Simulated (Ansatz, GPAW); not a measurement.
# Ballistic transport through a C6 chain between two Ir chains, from relaxation to T(E), part 2 of 3

Aim: the conductance of a C6 chain between two Ir chains after relaxation, and whether geometry, basis or functional moves it most.

GPAW 26.7.0 and Ansatz 0.2.0; Ansatz plane waves; relaxation of the junction with the lead ends held; PAW set soft_1 (the session's first sound run).

So far. Step 2 (Relaxation): The relaxation lowered the energy of the cell by 3.01 eV.

## (3) Plane waves, PBE

A plane-wave run comes first: its basis does not favour the atoms, so it serves as the reference for the orbital bases.

This step: Ansatz plane waves; Landauer transmission by layers, zero bias; PAW set soft_1 (Ansatz 0.2.0).

Contents of input.yaml:

```yaml
crystal:
  lattice:
    - [9.0, 0.0, 0.0]
    - [0.0, 9.0, 0.0]
    - [0.0, 0.0, 44.387]
  atoms:
    - { symbol: Ir, position: [0.5, 0.5, 0.0259084867] }
    - { symbol: Ir, position: [0.5, 0.5, 0.0777254602] }
    - { symbol: Ir, position: [0.5, 0.5, 0.1295424336] }
    - { symbol: Ir, position: [0.5, 0.5, 0.181359407] }
    - { symbol: Ir, position: [0.5, 0.5, 0.2331763805] }
    - { symbol: Ir, position: [0.5, 0.5, 0.2849933539] }
    - { symbol: Ir, position: [0.4825739229, 0.4206498467, 0.3362561282] }
    - { symbol: Ir, position: [0.5104773279, 0.5360248266, 0.3842167858] }
    - { symbol: C, position: [0.5020155051, 0.5005655984, 0.4259484876] }
    - { symbol: C, position: [0.5008212134, 0.4944557698, 0.45559952] }
    - { symbol: C, position: [0.5017627949, 0.4972034992, 0.4852763018] }
    - { symbol: C, position: [0.5028104771, 0.5009866704, 0.5146900764] }
    - { symbol: C, position: [0.5034368813, 0.5037996404, 0.5443671887] }
    - { symbol: C, position: [0.5011999506, 0.4980450877, 0.5740206574] }
    - { symbol: Ir, position: [0.4893660826, 0.4636741375, 0.615760538] }
    - { symbol: Ir, position: [0.5272461417, 0.5762322592, 0.6637171615] }
    - { symbol: Ir, position: [0.5, 0.5, 0.7150066461] }
    - { symbol: Ir, position: [0.5, 0.5, 0.7668236195] }
    - { symbol: Ir, position: [0.5, 0.5, 0.818640593] }
    - { symbol: Ir, position: [0.5, 0.5, 0.8704575664] }
    - { symbol: Ir, position: [0.5, 0.5, 0.9222745398] }
    - { symbol: Ir, position: [0.5, 0.5, 0.9740915133] }
kpoints:
  mp_grid: { grid: [1, 1, 2] }
hamiltonian:
  xc: pbe
  pseudopotentials: { kind: paw, azcp: { folder: soft_1 } }
scf:
  occupations: { method: fermi_dirac, width: 0.1 }
output:
  transmission:
    leads: [[0, 1]]
    e_range: [-2, 2]
    de: 0.025
    kmesh: [1, 1]
    reduced_basis: true
  write_potential: true
  write_density: true
  volumetric_format: npy
```

Started as:

```bash
> ansatz run input.yaml --threads 4 --pin off --max-ram 8192MiB --backend cpu --events-out ev --progress --plain --runs-dir out
```

Numbers of over 12 decimals in the logs are rounded to 6 here.

The log of the run:

```text
[...]
Crystal: 22 atoms, lattice volume = 3595.347 Å³
Basis set: ecut = 420 eV, 70257 PW (Γ)
Bands: 178, of which v1, the nominal top of the filled ones, is band 148 counted from 1 (147 counted from 0)
Symmetry: 1 space group operations
[...]
k-points: 2
[...]
SCF iter   1: F=—  HF=-192437.018623 eV  |F-HF|=—  |Δ(HF+E_count)|=         —  Δρ=2.62e-2  dr2=4.23e1  ethr=3.10e-3  ⟨swp⟩=6.0  Hψ=1355  notcnv=0  defer=1
[...]
SCF iter  12: F=-192428.631371 eV  HF=-192428.631371 eV  |F-HF|=6.46e-9  |Δ(HF+E_count)|=   1.13e-7  Δρ=5.85e-7  dr2=2.13e-8  ethr=3.38e-11  ⟨swp⟩=16.5  Hψ=1053  notcnv=0
SCF 1 converged in 12 iterations: F = -192428.631371 eV  dr2 = 2.13e-8
[...]
transmission: 55 of 330 steps passed
transmission: 110 of 330 steps passed
[...]
transmission: 330 of 330 steps passed
WARN: The output density's exchange-correlation potential varies sharply where the density is thin. Do not read a vacuum level from v_tot or v_xc, or from such a field of the output density. On a cell that repeats whose density bears no net charge and no dipole along the vacuum's axis use v_es (v_loc + v_h of the components); under efield.dipole_correction with no amplitude use v_es + v_field, which holds any externa [...]
SCF converged after 12 iterations
Free energy (F): -192428.631371 eV
[...]
Internal energy: -192427.012578 eV  (E = F + TS)
E sigma→0 (E₀):  -192427.821975 eV
Entropy (-TS):   -1.618794 eV (-73.582 meV/atom)
Fermi energy:    -3.610553 eV
[...]
--- Band table (eV) ---
  k-point 0: bands = [... 144 lower, -3.7086, -3.6939, -3.6806, -3.6117, -3.5905, -3.5803, -3.5734, -3.5174, ... 26 higher]
  k-point 1: bands = [... 144 lower, -3.7616, -3.6882, -3.6729, -3.6604, -3.6429, -3.5774, -3.5754, -3.4899, ... 26 higher]
--- Transmission ---
  basis      : 717 plane waves across, 55 finite elements along
  points     : 1, standing for a mesh of 1 x 1
  filling    : by the input's occupations and mesh, since the crystals that have channels conduct as metals do. If one of these is a semiconductor, that mesh has misplaced its level
  energies   : 161 from -2.000000 to 2.000000 eV about the Fermi level, 0.025000 eV apart; the leads are filled to 0.000000 eV, and channels, transmission and decay are at 0.000000 eV
  crystal 0  : Ir1, at the sites [0, 1], period 2.3000 Å, over 27.60 Å; its Hamiltonian steps by up to 13.2 meV
    offset         : up to 0.0000 Å between an atom of the period and one for which it stands
    filled         : 6.4 meV over the level at which it is neutral
    channels       : 6.000000e0 a spin
    conductance    : 5.5479e14 S/m² at 300 K; may be off by some 0.0 % by where its bands' edges are placed, 0.7 % from the distance to neutral
  junction   : crystal 0 to crystal 0, 0.70 to 42.79 Å
    transmission   : 1.969567e0 a spin
    error estimate : 1.145329e-3 a spin from the reduction of the transverse basis, at the most 3.874047e-3 at -1.000000 eV
    conductance    : 1.8716e14 S/m² at 300 K (1.8680e14 on every other energy)
    error estimate : 0.2 % from the energy spacing and 0.0 % from band edges of the leads and from resonances (wavevectors taken as independent; lower de), 0.1 % from the reduction of the transverse basis, 1.0 % from the steps of its leads' Hamiltonians or their offsets (lay more layers), 0.0 % from the distance to neutral
    resistance     : 3.5406e-3 Ω µm² beyond half of each lead's own
```

It took 69 s on 4 threads of AMD EPYC 9R45 (Zen 5), shared host; peak memory 5.8 GiB.

Reading the cycles: dr2 is the Hartree energy of the density residual (eV), the measure of convergence; HF is the Harris–Foulkes estimate of the energy, which meets the free energy F at convergence.

This step gave:

```yaml
lead_level: 0 eV from the Fermi level
transmission_at_the_fermi_level_one_spin: 1.970
open_channels_of_the_lead_at_the_fermi_level_one_spin: 6
step_of_the_potential_along_the_lead: 13.2 meV
offset_of_the_lead: 0 Å
filling_of_the_lead_less_its_bulk_value_in_size: 6.4 meV
conductance: 1.957 G₀
```

One spin. Transmission, zone mean against energy, zero at the Fermi level:

```tsv
energy (eV)	transmission, zone mean
-2.000	1.31
-1.800	1.86
-1.675	1.95
-1.600	1.93
-1.400	1.76
-1.225	1.85
-1.200	1.84
-1.000	1.51
-0.800	1.91
-0.775	1.91
-0.600	1.42
-0.400	1.21
-0.200	1.75
0.000	1.97
0.050	1.99
0.200	1.58
0.400	1.49
0.500	1.64
0.600	1.34
0.800	0.512
1.000	0.274
1.200	0.195
1.400	0.156
1.600	0.135
1.800	0.134
2.000	0.190
```

One spin. Open channels, zone mean against energy, zero at the Fermi level:

energy (eV), open channels, zone mean and a bar from the least value:
```
   -2.000       3.00 
   -1.900       4.00 ##########
   -1.800       4.00 ##########
   -1.700       4.00 ##########
   -1.600       4.00 ##########
   -1.500       4.00 ##########
   -1.400       6.00 ##############################
   -1.300       6.00 ##############################
   -1.200       6.00 ##############################
   -1.100       6.00 ##############################
   -1.000       6.00 ##############################
   -0.900       6.00 ##############################
   -0.800       6.00 ##############################
   -0.700       6.00 ##############################
   -0.600       6.00 ##############################
   -0.500       6.00 ##############################
   -0.400       6.00 ##############################
   -0.300       6.00 ##############################
   -0.200       6.00 ##############################
   -0.100       6.00 ##############################
    0.000       6.00 ##############################
    0.100       4.00 ##########
    0.200       4.00 ##########
    0.300       4.00 ##########
    0.400       4.00 ##########
    0.500       4.00 ##########
    0.600       4.00 ##########
    0.700       4.00 ##########
    0.800       4.00 ##########
    0.900       4.00 ##########
    1.000       3.00 
    1.100       3.00 
    1.200       3.00 
    1.300       3.00 
    1.400       3.00 
    1.500       3.00 
    1.600       3.00 
    1.700       3.00 
    1.800       3.00 
    1.900       3.00 
    2.000       3.00
```

Crystal 0, spin -, k parallel (0, 0); distinct values, listed up to 1.5 1/Å. Im kz of the slowest decaying states against energy, zero at the Fermi level:

```tsv
energy (eV)	decay 1 (Å⁻¹)	decay 2 (Å⁻¹)	decay 3 (Å⁻¹)	decay 4 (Å⁻¹)
-2.0000	0.0397	0.550	0.550	1.33
-1.7500	0.416	0.417	1.31	1.31
-1.5000	0.188	0.189	1.28	1.34
-1.2500	1.26	1.26	1.32	1.43
-1.0000	1.23	1.23	1.29	1.41
-0.7500	1.20	1.20	1.27	1.38
-0.5000	1.18	1.18	1.24	1.36
-0.2500	1.15	1.15	1.21	1.33
0.0000	1.12	1.12	1.18	1.31
0.2500	0.281	0.281	1.09	1.09
0.5000	0.412	0.412	1.06	1.06
0.7500	0.500	0.500	1.03	1.03
1.0000	0.0974	0.566	0.566	1.00
1.2500	0.216	0.620	0.620	0.969
1.5000	0.283	0.664	0.937	0.937
1.7500	0.332	0.702	0.702	0.904
2.0000	0.371	0.734	0.734	0.870
```

Crystal 0, spin -, k parallel (0, 0). Re kz of states that move upwards against energy, zero at the Fermi level:

```tsv
energy (eV)	channel 1 (Å⁻¹)	channel 2 (Å⁻¹)	channel 3 (Å⁻¹)	channel 4 (Å⁻¹)	channel 5 (Å⁻¹)	channel 6 (Å⁻¹)
-2.0000	-0.680	-0.680	0.708	-	-	-
-1.7500	-0.640	-0.639	0.290	0.729	-	-
-1.5000	-0.600	-0.600	0.414	0.750	-	-
-1.2500	-0.562	-0.561	0.337	0.337	0.510	0.772
-1.0000	-0.525	-0.524	0.526	0.527	0.591	0.796
-0.7500	-0.488	-0.487	0.661	0.681	0.681	0.823
-0.5000	-0.452	-0.451	0.721	0.827	0.827	0.856
-0.2500	-0.415	-0.415	0.770	0.898	0.983	0.984
0.0000	-0.380	-0.379	0.807	0.951	1.21	1.21
0.2500	-0.344	-0.343	0.835	1.02	-	-
0.5000	-0.307	-0.307	0.860	1.09	-	-
0.7500	-0.270	-0.270	0.882	1.19	-	-
1.0000	-0.233	-0.232	0.903	-	-	-
1.2500	-0.194	-0.193	0.922	-	-	-
1.5000	-0.153	-0.152	0.942	-	-	-
1.7500	-0.108	-0.107	0.961	-	-	-
2.0000	-0.0493	-0.0479	0.980	-	-	-
```

The electrostatic potential energy of an electron (with the applied field's), less the Fermi level, planar mean oscillates, so the rows of the table below give means over windows of 2.22 Å about each position, cut where the curve ends. Its first 14 maxima inside the range that stand out by 2 % of the span (Å: eV): 2.4: 5.27, 4.6: 5.27, 7.0: 5.26, 9.2: 5.26, 11.5: 5.24, 13.8: 5.14, 16.0: 4.95, 18.2: 5.31, 19.5: 5.20, 20.9: 5.13, 22.2: 5.10, 23.5: 5.13, 24.9: 5.20, 26.2: 5.31. Its first 14 minima: 1.2: 3.39, 3.4: 3.38, 5.8: 3.38, 8.0: 3.38, 10.4: 3.35, 12.7: 3.33, 14.9: 3.28, 17.0: 3.36, 18.9: 4.61, 20.3: 4.55, 21.6: 4.50, 22.8: 4.50, 24.1: 4.55, 25.4: 4.61.

The electrostatic potential energy of an electron (with the applied field's), less the Fermi level, planar mean by z; means over each step:

```tsv
z (Å)	electrostatic potential energy of an electron (with the applied field's), less the Fermi level, planar mean (eV)
1.11	4.29
3.33	4.28
5.55	4.29
7.77	4.29
9.99	4.27
12.21	4.26
14.43	4.20
16.65	4.14
18.87	4.97
21.09	4.78
23.31	4.78
25.53	4.97
27.75	4.14
29.97	4.20
32.19	4.26
34.41	4.28
36.63	4.29
38.85	4.29
41.07	4.28
43.29	4.21
```

The valence density, planar mean oscillates, so the rows of the table below give means over windows of 2.22 Å about each position, cut where the curve ends. Its first 14 maxima inside the range that stand out by 2 % of the span (Å: e/Å³): 1.2: 0.180, 3.4: 0.180, 5.8: 0.181, 8.0: 0.179, 10.4: 0.181, 12.7: 0.178, 14.9: 0.180, 17.0: 0.181, 24.4: 0.0387, 27.4: 0.181, 29.4: 0.180, 31.7: 0.178, 34.0: 0.181, 36.4: 0.179. Its first 14 minima: 2.4: 0.0282, 4.6: 0.0277, 7.0: 0.0280, 9.2: 0.0278, 11.5: 0.0280, 13.8: 0.0276, 16.0: 0.0315, 18.2: 0.0307, 26.2: 0.0307, 28.4: 0.0315, 30.6: 0.0276, 32.8: 0.0280, 35.2: 0.0278, 37.4: 0.0280.

Table of valence density, planar mean by z; means over each step:

z (Å), valence density, planar mean (e/Å³) and a bar from the least value:
```
     1.11      0.094 ############################
     3.33      0.093 ###########################
     5.55      0.093 ###########################
     7.77      0.093 ###########################
     9.99      0.093 ###########################
    12.21      0.093 ###########################
    14.43      0.093 ###########################
    16.65      0.096 #############################
    18.87      0.037 
    21.09      0.037 
    23.31      0.037 
    25.53      0.037 
    27.75      0.096 #############################
    29.97      0.093 ###########################
    32.19      0.093 ###########################
    34.41      0.093 ###########################
    36.63      0.093 ###########################
    38.85      0.093 ###########################
    41.07      0.093 ###########################
    43.29      0.099 ##############################
```

T at the Fermi level is 1.97 of 6 open channels a spin, without spin-orbit coupling, which is large for these atoms.

## (4) GPAW, dzp

The script solves lead and junction separately, takes H and S in the orbital basis, and joins semi-infinite leads through their self-energies; the dzp basis is the working standard.

This step: GPAW LCAO, PAW setups; Landauer transmission from Green's functions with principal layers (ASE), zero bias (GPAW 26.7.0).

Contents of run.py:

```python
import json
import numpy as np
from ase import Atoms
from ase.transport.calculators import TransportCalculator
from gpaw import GPAW, FermiDirac
from gpaw.lcao.tools import get_lcao_hamiltonian
from scipy.linalg import eigh

# The junction with lead layers at both ends, along the third cell vector
device = Atoms(
    ['Ir', 'Ir', 'Ir', 'Ir', 'Ir', 'Ir', 'Ir', 'Ir', 'C', 'C', 'C', 'C', 'C', 'C', 'Ir', 'Ir', 'Ir', 'Ir', 'Ir', 'Ir', 'Ir', 'Ir'],
    positions=[
        [4.50000, 4.50000, 1.15000],
        [4.50000, 4.50000, 3.45000],
        [4.50000, 4.50000, 5.75000],
        [4.50000, 4.50000, 8.05000],
        [4.50000, 4.50000, 10.35000],
        [4.50000, 4.50000, 12.65000],
        [4.34317, 3.78585, 14.92540],
        [4.59430, 4.82422, 17.05423],
        [4.51814, 4.50509, 18.90658],
        [4.50739, 4.45010, 20.22270],
        [4.51587, 4.47483, 21.53996],
        [4.52529, 4.50888, 22.84555],
        [4.53093, 4.53420, 24.16283],
        [4.51080, 4.48241, 25.47905],
        [4.40429, 4.17307, 27.33176],
        [4.74522, 5.18609, 29.46041],
        [4.50000, 4.50000, 31.73700],
        [4.50000, 4.50000, 34.03700],
        [4.50000, 4.50000, 36.33700],
        [4.50000, 4.50000, 38.63700],
        [4.50000, 4.50000, 40.93700],
        [4.50000, 4.50000, 43.23700]],
    cell=[[9.0, 0.0, 0.0], [0.0, 9.0, 0.0], [0.0, 0.0, 44.387]],
    pbc=True)

# One principal layer of the lead: the first 5 atoms of the device
lead = Atoms(
    ['Ir', 'Ir', 'Ir', 'Ir', 'Ir'],
    positions=[
        [4.50000, 4.50000, 1.15000],
        [4.50000, 4.50000, 3.45000],
        [4.50000, 4.50000, 5.75000],
        [4.50000, 4.50000, 8.05000],
        [4.50000, 4.50000, 10.35000]],
    cell=[[9.0, 0.0, 0.0], [0.0, 9.0, 0.0], [0.0, 0.0, 11.5]],
    pbc=True)

settings = dict(mode='lcao', basis='dzp', xc='PBE', h=0.2,
                occupations=FermiDirac(0.1), maxiter=250,
                mixer=dict(beta=0.1, nmaxold=8, weight=100.0),
                convergence=dict(density=0.0001))
energies = np.arange(-2, 2 + 1e-9, 0.025)
eta = 0.0001
n1, n2 = 1, 1
# k and -k transmit alike, so half of the mesh across the current serves
mesh = [(i, j) for i in range(n1) for j in range(n2) if (i, j) <= (-i % n1, -j % n2)]
weights = np.array([1 if (i, j) == (-i % n1, -j % n2) else 2 for i, j in mesh]) / (n1 * n2)

# [... helper functions left out ...]
fermi_lead = ground_state(lead, (1, 1, 10), 'lead.txt')
fermi_device = ground_state(device, (1, 1, 2), 'device.txt')
# [... loop over the mesh left out, but for ...]
        # Shift the lead onto the potential of the device's first layer
        shift = ((H[:, 0, 0] - H0[:, 0, 0]) / S0[0, 0]).real.mean()
# [...]
kT = 8.617333e-5 * 300
bias = [0.1, 0.2, 0.5, 1.0, 1.5, 2.0]
# [... integrals and printing left out ...]
```

Started as:

```bash
> OMP_NUM_THREADS=1 OPENBLAS_NUM_THREADS=1 python run.py
```

The log of the run:

```text
basis functions: device 510, principal layer 135
Fermi level: lead -3.8817 eV, device -3.9817 eV; lead shifted by -0.0112 eV
largest coupling past the next layer 1.48e-06 eV, largest misfit of the first layer 0.114 eV
  E-E_F (eV)   T (one spin)  [channel counts left out]
    -2.000    1.5590e+00
    -1.975    1.6046e+00
    -1.950    1.6511e+00
    -1.925    1.6976e+00
    -1.900    1.7430e+00
    -1.875    1.7830e+00
    -1.850    1.8221e+00
    -1.825    1.8552e+00
    -1.800    1.8828e+00
    -1.775    1.9047e+00
    -1.750    1.9207e+00
    -1.725    1.9310e+00
    -1.700    1.9358e+00
    -1.675    1.9353e+00
    -1.650    1.9303e+00
    -1.625    1.9215e+00
[...]
1.825    1.1899e-01
     1.850    1.2136e-01
     1.875    1.2479e-01
     1.900    1.2957e-01
     1.925    1.3397e-01
     1.950    1.5288e-01
     1.975    1.8223e-01
     2.000    2.2547e-01
conductance at 300 K: 1.9352 G0 a cell; thermopower -0.7348 uV/K
current from the zero-bias T(E) at 0.1 V: 14.922 uA
current from the zero-bias T(E) at 0.2 V: 29.409 uA
current from the zero-bias T(E) at 0.5 V: 67.325 uA
current from the zero-bias T(E) at 1.0 V: 119.28 uA
current from the zero-bias T(E) at 1.5 V: 168.24 uA
current from the zero-bias T(E) at 2.0 V: 210.21 uA
```

It took 3.4 min on 1 thread; peak memory 1.5 GiB.

This step gave:

| Property | Result |
| --- | --- |
| conductance | 1.935 G₀ |
| largest coupling past the next principal layer | 1.48e-6 eV |
| largest misfit of the first principal layer | 0.1144 eV |
| shift that aligns the lead | -0.01123 eV |
| basis functions of the junction | 510 |
| basis functions of a principal layer | 135 |
| transmission at the Fermi level (one spin) | 1.956 |

One spin. Table of transmission, zone mean by energy, zero at the Fermi level:

```tsv
energy (eV)	transmission, zone mean
-2.000	1.56
-1.800	1.88
-1.700	1.94
-1.600	1.91
-1.400	1.77
-1.200	1.84
-1.000	1.77
-0.800	1.87
-0.600	1.50
-0.400	1.10
-0.200	1.58
0.000	1.96
0.050	1.97
0.200	1.53
0.400	1.49
0.475	1.61
0.600	1.10
0.800	0.420
1.000	0.248
1.200	0.182
1.400	0.144
1.600	0.122
1.800	0.117
2.000	0.225
```

Not self-consistent under bias; the bias window is split evenly. The current through one cell, from the zero-bias transmission by bias:

```tsv
bias (V)	current through one cell, from the zero-bias transmission (μA)
0.100	14.9
0.200	29.4
0.500	67.3
1.000	119
1.500	168
2.000	210
```

Table of transmission of the three most open eigenchannels by energy, zero at the Fermi level:

```tsv
energy (eV)	channel 1	channel 2	channel 3
-2.000	0.857	0.702	5.5e-5
-1.900	0.874	0.869	9.0e-5
-1.800	0.976	0.907	1.2e-4
-1.700	0.994	0.942	1.4e-4
-1.600	0.973	0.937	1.4e-4
-1.500	0.990	0.859	1.3e-4
-1.400	0.998	0.774	1.0e-4
-1.300	0.998	0.797	7.0e-5
-1.200	0.992	0.852	4.8e-5
-1.100	0.959	0.878	3.1e-5
-1.000	0.889	0.877	1.8e-5
-0.900	0.956	0.844	1.0e-5
-0.800	0.983	0.885	6.0e-6
-0.700	0.989	0.816	4.0e-6
-0.600	0.900	0.605	2.8e-6
-0.500	0.647	0.530	2.4e-6
-0.400	0.599	0.497	3.1e-6
-0.300	0.754	0.505	5.2e-6
-0.200	0.929	0.655	1.0e-5
-0.100	0.997	0.844	2.1e-5
0.000	0.980	0.976	2.7e-5
0.100	0.956	0.931	2.2e-5
0.200	0.993	0.534	7.7e-6
0.300	0.893	0.519	3.7e-6
0.400	0.764	0.727	2.1e-6
0.500	0.990	0.592	1.3e-6
0.600	0.597	0.503	7.6e-7
0.700	0.370	0.243	4.6e-7
0.800	0.293	0.127	2.1e-7
0.900	0.227	0.0782	1.7e-8
1.000	0.193	0.0548	6.3e-9
1.100	0.167	0.0423	1.3e-9
1.200	0.147	0.0351	5.1e-11
1.300	0.130	0.0309	0
1.400	0.116	0.0286	2.8e-10
1.500	0.104	0.0273	5.5e-9
1.600	0.0953	0.0265	3.4e-8
1.700	0.0917	0.0249	1.2e-7
1.800	0.0971	0.0203	2.7e-7
1.900	0.123	0.00626	1.8e-7
2.000	0.225	4.8e-10	0
```

At the Fermi level T is 1.96 against 1.97 in plane waves. Couplings past the next layer reach 1.5e-6 eV, small enough to drop; the matrix elements of the cell's first layer differ from the bulk lead's by up to 0.11 eV. That layer keeps its own values in the calculation, and only beyond it is the lead taken as perfect. The Fermi levels of lead and junction count from different zeros of potential, one for each periodic cell; with both set to zero, the small remaining shift is what aligns them. Without spin-orbit coupling, which is large for these atoms, channel counts and T are those of the scalar-relativistic bands. By hand: G = 1.935 × 77.48 μS = 150 μS, a resistance of 6.67 kΩ; at 0.1 V a linear junction would pass 15.0 μA, and the integral over the bias window gives 14.9 μA.

(Continued in part 3 of 3.)

[Logs are printed without paths, hosts, clocks, repeated set-up lines and the standing remarks that a program may print on its own settings, such as how far it seeks lower states.]

[Hosts, paths, dates, database ids (printed as entryN), source tags and the programs' standing remarks are cut or masked in the printed files.]
